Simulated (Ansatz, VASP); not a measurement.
MnO2 in VASP and in Ansatz

The input INCAR:

```
SYSTEM = MnO2
PREC = Accurate ; ENCUT = 520
EDIFF = 1E-6 ; ISMEAR = -1
SIGMA = 0.05 ; LREAL = .False.
LASPH = .True. ; NELM = 100
ALGO = Fast ; ISIF = 2
LWAVE = .False. ; LCHARG = .False.
ISPIN = 2 ; MAGMOM = 4 4 0 0 0 0
LORBIT = 11 ; LMAXMIX = 4
GGA = PE ; NBANDS = 38
```

KPOINTS

```
Automatic mesh
0
Gamma
  7 5 4
  0 0 0
```

The input POSCAR:

```
MnO2
1.0
    2.9041580000     -0.0290415800      0.0000000000
   -0.0384481000      3.8448100000      0.0000000000
    0.0000000000      0.0000000000      6.1642640000
Mn O
2 4
Direct
    0.5000000000      0.5000000000      0.3433015000
    0.0000000000      0.0000000000      0.6566985000
    0.5000000000      0.0000000000      0.8375675000
    0.0000000000      0.5000000000      0.1624325000
    0.5000000000      0.0000000000      0.4217995000
    0.0000000000      0.5000000000      0.5782005000
```

input.yaml

```yaml
crystal:
  lattice:
    - [2.904158, -0.02904158, 0.0]
    - [-0.0384481, 3.84481, 0.0]
    - [0.0, 0.0, 6.164264]
  atoms:
    - { symbol: Mn, position: [0.5, 0.5, 0.3433015], spin: 4.0 }
    - { symbol: Mn, position: [0.0, 0.0, 0.6566985], spin: 4.0 }
    - { symbol: O, position: [0.5, 0.0, 0.8375675] }
    - { symbol: O, position: [0.0, 0.5, 0.1624325] }
    - { symbol: O, position: [0.5, 0.0, 0.4217995] }
    - { symbol: O, position: [0.0, 0.5, 0.5782005] }
hamiltonian:
  xc: pbe
  pseudopotentials: { kind: paw }
magnetization:
  spin_polarized: true
kpoints:
  mp_grid: { grid: [7, 5, 4] }
scf:
  occupations: { method: fermi_dirac, width: 0.05 }
output:
  forces: true
  stress: true
  eigenvalues: true
  write_density: true
  write_potential: true
  elf: true
  volumetric_format: npy
```

Change from the starting cell: strain = -0.02.

Alike in both runs: task single point; functional PBE; k mesh 7 × 5 × 4; occupations fermi-dirac, width 0.05 eV; collinear spin, ferromagnetic start.

|  | VASP | Ansatz |
| --- | --- | --- |
| version | VASP 6.6.1 | Ansatz 0.2.0 |
| potentials or method | VASP PAW PBE potentials, release 64 (Mn_pv, O) | Ansatz PAW |
| plane-wave cutoff (eV) | 520 | 420 |
| valence electrons in the cell | 50 | 54 |

```csv
,VASP,Ansatz,Ansatz less VASP
gap on the k mesh at the Fermi level (eV),none,none,-
pressure (GPa),-6.4,-7.2,-0.79
largest component of the traceless stress (GPa),3.70,4.13,+0.430
rms of the force components (eV/Å),0.251,0.301,+0.0493
net moment per atom (μB),1.00,1.00,0.000
size of the moment on the site where the two differ most (μB),2.79,2.41,-0.381
```

Site moments also hang on the region over which each program counts them. Atom by atom the forces differ by 0.049 eV/Å (rms over components). A gap of «none» marks a metal or a gap that the smearing closes. The two sets of potentials don't hold the same shells in valence.

Caveats: semilocal functionals often make such compounds metallic where correlation or magnetic order opens a gap, which also shifts bond lengths; only a ferromagnetic start was run, and an antiferromagnetic order may lie lower in energy; the pressure holds a Pulay correction of +0.7 GPa for the finite cutoff (Ansatz).
